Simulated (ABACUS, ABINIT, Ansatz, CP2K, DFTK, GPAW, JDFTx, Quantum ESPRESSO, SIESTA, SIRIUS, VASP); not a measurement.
## One calculation of Ti, 11 ways

```xyz
2
Lattice="2.9500 0.0000 0.0000 -1.4750 2.5548 0.0000 0.0000 0.0000 4.6800" Properties=species:S:1:pos:R:3 pbc="T T T"
Ti    1.4750    0.8516    3.5100
Ti    0.0000    1.7032    1.1700
```

Alike in all runs: task single point; functional PBEsol; k mesh 10 × 10 × 6; occupations fermi-dirac, width 0.05 eV; no spin polarisation; no spin-orbit coupling. Pressure is positive in compression and, in plane waves, holds the error of the finite cutoff.

```
                                                                                      program and potentials  plane-wave cutoff (eV)                                  notes  pressure (GPa)
                                                 ABACUS, PseudoDojo NC SR 0.4.1 PBEsol standard, plane waves                    1143                                      -           -5.63
                                                          DFTK, PseudoDojo SR PBEsol 0.4.1 standard (PBEsol)                    1143                                      -           -5.65
                                              SIRIUS, PseudoDojo 0.4.1 PBEsol standard (scalar relativistic)                    1152                                      -           -5.65
SIESTA, files PseudoDojo sr-pbesol-0.4.1-standard, DZP (energy shift 0.003 Ry; two zetas on semicore shells)                       -                           atomic basis           -5.53
                                              JDFTx, PseudoDojo-SR-PBEsol-0.4.1-standard with smoothed tails                    1143                                      -           -5.65
                                                             ABINIT, PseudoDojo NC SR PBEsol v0.4.1 standard                    1143                                      -           -5.65
                                                                           VASP, PBE PAW files Ti_sv, 520 eV                     520                potentials made for PBE           -5.90
                                                              Ansatz, all-electron LAPW, scalar-relativistic                       -                                      -           -5.71
                                               CP2K, POTENTIAL_UZH Ti GTH-PBE-q12; TZVP-MOLOPT-PBE-GTH basis                       -  atomic basis; potentials made for PBE           -5.49
                                                                           Quantum ESPRESSO, GBRV 1.5 PBEsol                     612                                      -           -5.73
                                                           GPAW, PAW data sets generated for this functional                     600                                      -           -6.17
```

The pressure spans -6.17 (GPAW, PAW data sets generated for this functional) to -5.49 GPa (CP2K, POTENTIAL_UZH Ti GTH-PBE-q12; TZVP-MOLOPT-PBE-GTH basis), with all-electron results at -5.71. Rows in atomic bases carry the error of their basis and grid, which can be large.

The functional is the same throughout but for its coding, so the spread measures potentials, basis and numerics; runs on potential files found faulty are left out.
